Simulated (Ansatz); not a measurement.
# C: the cost of one run

Computed with Ansatz 0.2.0 (DFT PBE+D3(BJ), scalar-relativistic, plane waves, PAW, unless a step's input says otherwise).

## 1. The starting structure

The structure is hexagonal, space group P6/mmm (No. 191). The conventional cell has a = 2.457 Å, b = 2.457 Å, c = 20.001 Å, α = 90.00°, β = 90.00°, γ = 120.00°. C (site symmetry -6m2) has 3 C at 1.42 Å as nearest neighbours.

Coordinates:

```
CELL_PARAMETERS angstrom
2.45645 0.00000 0.00000
1.22812 2.12742 0.00000
0.00000 0.00000 20.00065
ATOMIC_POSITIONS crystal
C 0.15746 0.15746 0.49998
C 0.49081 0.49081 0.50002
```

Free-standing sheet.

## 2. Relaxing the sheet and its cell in the plane

File input.yaml:

```yaml
crystal:
  lattice:
    - [2.45645465, 0.0, 0.0]
    - [1.22811709, 2.12741577, 0.0]
    - [0.0, 0.0, 20.0006519836]
  atoms:
    - { symbol: C, position: [0.15745842, 0.15745842, 0.4999837009] }
    - { symbol: C, position: [0.49080768, 0.49080768, 0.5000162991] }
basis:
  ecutwfc: 600.0
  fft_grid_basis: typed
kpoints:
  mp_grid: { grid: [15, 15, 1] }
hamiltonian:
  xc: pbe
  dispersion: d3bj
  pseudopotentials: { kind: paw }
scf:
  occupations: { method: gaussian, width: 0.05 }
output:
  forces: true
  eigenvalues: true
  stress: true
efield:
  axis: 3
  dipole_correction: true
  ramp_width: 0.04
relax:
  adjacent_minimum: "off"
  f_tol: 0.02
  max_steps: 60
  cell: { fix: [c, alpha, beta], stress_tol: 0.05 }
```

Run with:

```bash
> ansatz run input.yaml --threads 2 --pin off --max-ram 4423MiB --backend cpu --events-out ev --progress --plain --runs-dir out
```

**Question.** How long does this run take on 2 threads of Intel Xeon 6975P-C (Granite Rapids), shared host, and how much memory does it need?

About 19 s, with a peak of 0.54 GiB.
